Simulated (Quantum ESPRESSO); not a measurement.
## GaS under changes of volume

One of the cells (21.565 Å³/atom); the others are scaled copies at fixed shape and fractional positions:

```xyz
8
Lattice="3.5850 0.0000 0.0000 -1.7925 3.1047 0.0000 0.0000 0.0000 15.5000" Properties=species:S:1:pos:R:3 pbc="T T T"
Ga    1.7925    1.0349   12.8650
Ga    0.0000    2.0698    5.1150
Ga    1.7925    1.0349   10.3850
Ga    0.0000    2.0698    2.6350
S     1.7925    1.0349    6.2000
S     0.0000    2.0698   13.9500
S     1.7925    1.0349    1.5500
S     0.0000    2.0698    9.3000
```

| Item | Value |
| --- | --- |
| Program | Quantum ESPRESSO 7.5 |
| Functional | PBE |
| Potentials or basis | SSSP 1.3 efficiency PBE |
| Cutoff | 952 eV |
| Density cutoff | 7619 eV |
| k mesh | 9 × 9 × 2 |
| Occupations | fermi-dirac, width 0.05 eV |
| Spin | no spin polarisation |

| volume (Å³/atom) | energy over the lowest point (meV/atom) | pressure (GPa) | gap on the mesh (eV) | largest force (eV/Å) |
| --- | --- | --- | --- | --- |
| 20.271 | 41.89 | 7.2 | 1.51 | 0.583 |
| 20.702 | 24.70 | 5.3 | 1.54 | 0.402 |
| 21.134 | 12.39 | 3.6 | 1.57 | 0.325 |
| 21.565 | 4.46 | 2.1 | 1.59 | 0.253 |
| 21.996 | ? | ? | ? | ? |
| 22.428 | 0.00 | -0.6 | 1.43 | 0.252 |
| 22.859 | 2.71 | -1.7 | 1.34 | 0.385 |

Problem. What does the run at 21.996 Å³/atom give?

Solution. Energy over the lowest point 0.46 meV/atom; pressure 0.7 GPa; gap on the mesh 1.54 eV; largest force 0.185 eV/Å.

Worked out: A Birch-Murnaghan fit of order 3 (a polynomial in V^(-2/3)) to the other rows has its minimum at 22.27 Å³/atom with B0 = V·E''(V) = 63 GPa and B' = 4.5 at fixed shape and positions, which overstates the stiffness. It gives 0.47 meV/atom at 21.996 Å³/atom, against the run's 0.46, and -dE/dV = 0.8 GPa, against 0.7. A parabola through the other rows of the gap, of slope -3.15 eV per unit of ln V there, gives 1.52 eV, against the run's 1.54.

Energies are extrapolated to zero smearing.

Caveats: an odd mesh through Γ misses points on the zone boundary, where band edges often lie; this functional lacks dispersion, which binds the layers, so the pressure and a relaxed spacing across them are unreliable. Spin-orbit coupling on Ga is left out.
